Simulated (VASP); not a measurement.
# SiC (Moissanite 6H) (P6_3mc) in VASP: a series of runs, part 2 of 2

VASP 6.6.1. The steps go on from the part before.

## Step 3: Relaxation of cell and atoms, vdW-DF2

Input file INCAR:

```
AGGAC = 0.0
ALGO = Fast
EDIFF = 1E-6
EDIFFG = -0.005
ENCUT = 600
GGA = ML
IBRION = 2
ISIF = 3
ISMEAR = -1
LASPH = True
LCHARG = False
LREAL = False
LUSE_VDW = True
LWAVE = False
NELM = 80
NSW = 40
PREC = Accurate
SIGMA = 0.05
ZAB_VDW = -1.8867
```

Input file KPOINTS:

```
k-points
0
Gamma
  10 10 2
```

Input file POSCAR:

```
SiC
1.0
    3.0950000000      0.0000000000      0.0000000000
   -1.5475000000      2.6803486247      0.0000000000
    0.0000000000      0.0000000000     15.1700000000
Si C
6 6
Direct
    0.6666666667      0.3333333333      0.4583000000
    0.3333333333      0.6666666667      0.9583000000
    0.6666666667      0.3333333333      0.7917000000
    0.3333333333      0.6666666667      0.2917000000
    0.0000000000      0.0000000000      0.6250000000
    0.0000000000      0.0000000000      0.1250000000
    0.6666666667      0.3333333333      0.3333000000
    0.3333333333      0.6666666667      0.8333000000
    0.6666666667      0.3333333333      0.6667000000
    0.3333333333      0.6666666667      0.1667000000
    0.0000000000      0.0000000000      0.5000000000
    0.0000000000      0.0000000000      0.0000000000
```

Potentials or basis: VASP PAW PBE potentials, release 64 (Si, C).

Started as:

```sh
cat potpaw_PBE.64/Si/POTCAR potpaw_PBE.64/C/POTCAR > POTCAR
mpirun -np 1 vasp_std > vasp.out
```

OUTCAR:

```text
EDIFF = 1E-6
   EDIFFG = -0.005
   ENCUT = 600
   GGA = ML
   IBRION = 2
   ISIF = 3
   ISMEAR = -1
   LASPH = True
   LREAL = False
   NELM = 80
   NSW = 40
   PREC = Accurate

 ion  position               nearest neighbor table
   1  0.667  0.333  0.458-  11 1.90  11 1.90  11 1.90   7 1.90   4 3.10   4 3.10   4 3.10   5 3.10
                             5 3.10   5 3.10
   2  0.333  0.667  0.958-  12 1.90  12 1.90  12 1.90   8 1.90   3 3.10   3 3.10   3 3.10   6 3.10
                             6 3.10   6 3.10
   3  0.667  0.333  0.792-   8 1.90   8 1.90   8 1.90   9 1.90   2 3.10   2 3.10   2 3.10   5 3.10
                             5 3.10   5 3.10
   4  0.333  0.667  0.292-   7 1.90   7 1.90   7 1.90  10 1.90   1 3.10   1 3.10   1 3.10   6 3.10
                             6 3.10   6 3.10
   5  0.000  0.000  0.625-   9 1.90   9 1.90   9 1.90  11 1.90   3 3.10   1 3.10   3 3.10   1 3.10
                             1 3.10   3 3.10
   6  0.000  0.000  0.125-  10 1.90  10 1.90  10 1.90  12 1.90   4 3.10   2 3.10   2 3.10   4 3.10
                             4 3.10   2 3.10
   7  0.667  0.333  0.333-   4 1.90   4 1.90   4 1.90   1 1.90
   8  0.333  0.667  0.833-   3 1.90   3 1.90   3 1.90   2 1.90
   9  0.667  0.333  0.667-   5 1.90   5 1.90   5 1.90   3 1.90
  10  0.333  0.667  0.167-   6 1.90   6 1.90   6 1.90   4 1.90
  11  0.000  0.000  0.500-   1 1.90   1 1.90   1 1.90   5 1.90
  12  0.000  0.000  0.000-   2 1.90   2 1.90   2 1.90   6 1.90

  LATTYP: Found a hexagonal cell.
 ALAT       =     3.0950000000
 C/A-ratio  =     4.9014539580

  Lattice vectors:

 A1 = (   3.0950000000,   0.0000000000,   0.0000000000)
 A2 = (  -1.5475000000,   2.6803486247,   0.0000000000)
 A3 = (   0.0000000000,   0.0000000000,  15.1700000000)

Analysis of symmetry for initial positions (statically):
=====================================================================
 Subroutine PRICEL returns:
 Original cell was already a primitive cell.

 Routine SETGRP: Setting up the symmetry group for a
 hexagonal supercell.

 Subroutine GETGRP returns: Found 12 space group operations
 (whereof  6 operations were pure point group operations)
 out of a pool of 24 trial point group operations.

The static configuration has the point symmetry C_3v.
 The point group associated with its full space group is C_6v.

Analysis of symmetry for dynamics (positions and initial velocities):
=====================================================================
 Subroutine PRICEL returns:
 Original cell was already a primitive cell.

 Routine SETGRP: Setting up the symmetry group for a
 hexagonal supercell.

 Subroutine GETGRP returns: Found 12 space group operations
 (whereof  6 operations were pure point group operations)
 out of a pool of 24 trial point group operations.

The dynamic configuration has the point symmetry C_3v.
 The point group associated with its full space group is C_6v.

 Subroutine INISYM returns: Found 12 space group operations
 (whereof  6 operations are pure point group operations),
 and found     1 'primitive' translations

----------------------------------------------------------------------------------------

                                     Primitive cell

  volume of cell :     125.8455

[... 90 lines left out ...]
   k-points           NKPTS =     28   k-points in BZ     NKDIM =     28   number of bands    NBANDS=     31
   number of dos      NEDOS =    301   number of ions     NIONS =     12
   total plane-waves  NPLWV =  98784
   dimension x,y,z NGX =    28 NGY =   28 NGZ =  126
   dimension x,y,z NGXF=    56 NGYF=   56 NGZF=  252
   ions per type =               6   6
   NGX,Y,Z   is equivalent  to a cutoff of  15.04, 15.04, 13.81 a.u.
   NGXF,Y,Z  is equivalent  to a cutoff of  30.08, 30.08, 27.62 a.u.
 SYSTEM =  unknown system
   PREC   = accura    normal or accurate (medium, high low for compatibility)
   ISTART =      0    job   : 0-new  1-cont  2-samecut
   ICHARG =      2    charge: 1-file 2-atom 10-const
   ISPIN  =      1    spin polarized calculation?
   LNONCOLLINEAR =      F non collinear calculations
   LSORBIT =      F    spin-orbit coupling
   LASPH  =      T    aspherical Exc in radial PAW
   ENCUT  =  600.0 eV  44.10 Ry    6.64 a.u.   6.18  6.18 30.30*2*pi/ulx,y,z
   NELM   =     80;   NELMIN=  2; NELMDL= -5     # of ELM steps
   EDIFF  = 0.1E-05   stopping-criterion for ELM
   LREAL  =      F    real-space projection
   EDIFFG = -.5E-02   stopping-criterion for IOM
   NSW    =     40    number of steps for IOM
   IBRION =      2    ionic relax: 0-MD 1-quasi-New 2-CG
   NFREE  =      1    steps in history (QN), initial steepest desc. (CG)
   ISIF   =      3    stress and relaxation
   ISYM   =      2    0-nonsym 1-usesym 2-fastsym
   POTIM  = 0.5000    time-step for ionic-motion
   TEBEG  =    0.0;   TEEND  =   0.0 temperature during run
   PSTRESS=    0.0 pullay stress
   NELECT =      48.0000    total number of electrons
   NUPDOWN=      -1.0000    fix difference up-down
   EMIN   =  10.00;   EMAX   =-10.00  energy-range for DOS
   EFERMI =   0.00;   METHOD = LEGACY
   ISMEAR =    -1;   SIGMA  =   0.05  broadening in eV -4-tet -1-fermi 0-gaus
   EFERMI_NEDOS =   21; number of points for ismear=-14 and -15
   IALGO  =     68    algorithm
   IMIX   =      4    mixing-type and parameters
     AMIX     =   0.40;   BMIX     =  1.00
     AMIX_MAG =   1.60;   BMIX_MAG =  1.00
  volume/ion in A,a.u.               =      10.49        70.77
  Fermi-wavevector in a.u.,A,eV,Ry     =   1.187252  2.243580 19.178312  1.409566
  Thomas-Fermi vector in A             =   2.323407
   LORBIT       =      0    0 simple, 1 ext, 2 COOP (PROOUT), +10 PAW based schemes
   GGA     = ML    functional components
   LHFCALC =     F    Hartree Fock is set to
   AEXX    =    0.0000 exact exchange contribution
   IVDW_NL    =     1    kernel type
   BPARAM     = 6.3000
   IVDW    =     0    specifies the selected vdW correction
   LEPSILON=     F    determine dielectric tensor
   LRPA    =     F    only Hartree local field effects (RPA)
 conjugate gradient relaxation of ions
 non-spin polarized calculation
 RMM-DIIS sequential band-by-band and
  energy-cutoff  :      600.00
  volume of cell :      125.85
 maximum number of plane-waves:      4226
 NGX is ok and might be reduce to    28
   NGX = 13   NGY = 13   NGZ = 61

--------------------------------------- Ionic step        1  -------------------------------------------

 number of electron      47.9999999 magnetization

 Free energy of the ion-electron system (eV)
  ---------------------------------------------------
  ext. energy  EPLUGINS =         0.00000000
  ---------------------------------------------------
  free energy    TOTEN  =       -69.65834778 eV

  energy without entropy =      -69.65834778  energy(sigma->0) =      -69.65834778

------------------------ aborting loop because EDIFF is reached ----------------------------------------

  FORCE on cell =-STRESS in cart. coord.  units (eV):
  Direction    XX          YY          ZZ          XY          YZ          ZX
  --------------------------------------------------------------------------------------
  -------------------------------------------------------------------------------------
  Total        4.8086573      4.8086573      5.6151754      0.0000000      0.0000000      0.0000000
  in kB       61.2205021     61.2205021     71.4885343      0.0000000      0.0000000      0.0000000
  external PRESSURE =      64.6431795 kB  Pullay stress =       0.0000000 kB
[... 323 lines left out ...]
--------------------------------------- Ionic step        8  -------------------------------------------

 number of electron      48.0000001 magnetization

 Free energy of the ion-electron system (eV)
  ---------------------------------------------------
  ext. energy  EPLUGINS =         0.00000000
  ---------------------------------------------------
  free energy    TOTEN  =       -69.74071572 eV

  energy without entropy =      -69.74071572  energy(sigma->0) =      -69.74071572

 E-fermi :   8.7240     XC(G=0): -10.6771

 val. band max:        7.6482886451   @ k =   0.0000   0.0000   0.0000
 cond. band min:      10.1839883593   @ k =   0.5000  -0.0000   0.0000
 fundamental gap:      2.5356997142
 Fermi energy:         8.7240109435

 k-point     1 :       0.0000    0.0000    0.0000
  band No.  band energies     occupation
      1      -7.2751      2.00000
      2      -6.7786      2.00000
      3      -6.7482      2.00000
      4      -5.3423      2.00000
      5      -5.3123      2.00000
      6      -3.9698      2.00000
[... 805 lines left out ...]
     30      13.0200      0.00000
     31      13.5682      0.00000

 [... further k-points ...]

------------------------ aborting loop because EDIFF is reached ----------------------------------------

  FORCE on cell =-STRESS in cart. coord.  units (eV):
  Direction    XX          YY          ZZ          XY          YZ          ZX
  --------------------------------------------------------------------------------------
  -------------------------------------------------------------------------------------
  Total        0.0008476      0.0008476     -0.0130654      0.0000000      0.0000000      0.0000000
  in kB        0.0104500      0.0104500     -0.1610854      0.0000000      0.0000000      0.0000000
  external PRESSURE =      -0.0467285 kB  Pullay stress =       0.0000000 kB
[... 31 lines left out ...]
  energy  without entropy=      -69.7407157187  energy(sigma->0) =      -69.74071572

Total vdW correction in eV:      5.7580356

 reached required accuracy - stopping structural energy minimisation
```

Wall time 14 min (1 thread of Intel Xeon 6975P-C (Granite Rapids), shared host); peak memory 0.84 GiB.

What came out:

```yaml
Free_energy: -69.7407 eV
Relaxed_volume: 10.83 Å³/atom
Relaxed_cell: a = 3.126 Å, b = 3.126 Å, c = 15.352 Å, α = 90.00°, β = 90.00°, γ = 120.00°
Space_group_after_relaxing_to_0.05_Å: P6_3mc (No. 186)
Energy_gained_by_relaxing: 6.9 meV/atom
Ionic_steps: 8
Pressure_after_relaxing: 0.0 GPa
Band_gap_on_the_k_mesh: 2.54 eV, indirect (least direct gap 3.62 eV)
```

Forces on the atoms (eV/Å):
```
Si   0.000  0.000 -0.001
Si   0.000  0.000 -0.001
Si   0.000  0.000  0.002
Si   0.000  0.000  0.002
Si   0.000  0.000  0.001
Si   0.000  0.000  0.001
C    0.000  0.000 -0.001
C    0.000  0.000 -0.001
C    0.000  0.000 -0.001
C    0.000  0.000 -0.001
C    0.000  0.000 -0.001
C    0.000  0.000 -0.001
```

The path:
```
step  energy change (eV)  largest force (eV/Å)  pressure (GPa)  volume (Å³)
   1              0.0000                0.1413            6.46       125.85
   2             -0.0201                0.0967           -5.13       133.71
   3             -0.0822                0.0449           -0.03       129.97
   4             -0.0822                0.0437            0.08       129.89
   5             -0.0823                0.0185            0.08       129.89
   6             -0.0823                0.0191            0.08       129.89
   7             -0.0824                0.0093           -0.06       129.99
   8             -0.0824                0.0024            0.00       129.95
```

Final structure:
```yaml
crystal:
  lattice:
    - [3.12633, 0.00000, 0.00000]
    - [-1.56317, 2.70748, 0.00000]
    - [0.00000, 0.00000, 15.35245]
  atoms:
    - { symbol: Si, position: [0.66667, 0.33333, 0.45822] }
    - { symbol: Si, position: [0.33333, 0.66667, 0.95822] }
    - { symbol: Si, position: [0.66667, 0.33333, 0.79179] }
    - { symbol: Si, position: [0.33333, 0.66667, 0.29179] }
    - { symbol: Si, position: [0.00000, 0.00000, 0.62509] }
    - { symbol: Si, position: [0.00000, 0.00000, 0.12510] }
    - { symbol: C, position: [0.66667, 0.33333, 0.33330] }
    - { symbol: C, position: [0.33333, 0.66667, 0.83330] }
    - { symbol: C, position: [0.66667, 0.33333, 0.66692] }
    - { symbol: C, position: [0.33333, 0.66667, 0.16692] }
    - { symbol: C, position: [0.00000, 0.00000, 0.49967] }
    - { symbol: C, position: [0.00000, 0.00000, 0.99967] }
```

Caveat: the PAW data sets were made with another functional, which shifts forces and pressure a little. Zero-point motion and thermal expansion aren't in these numbers.
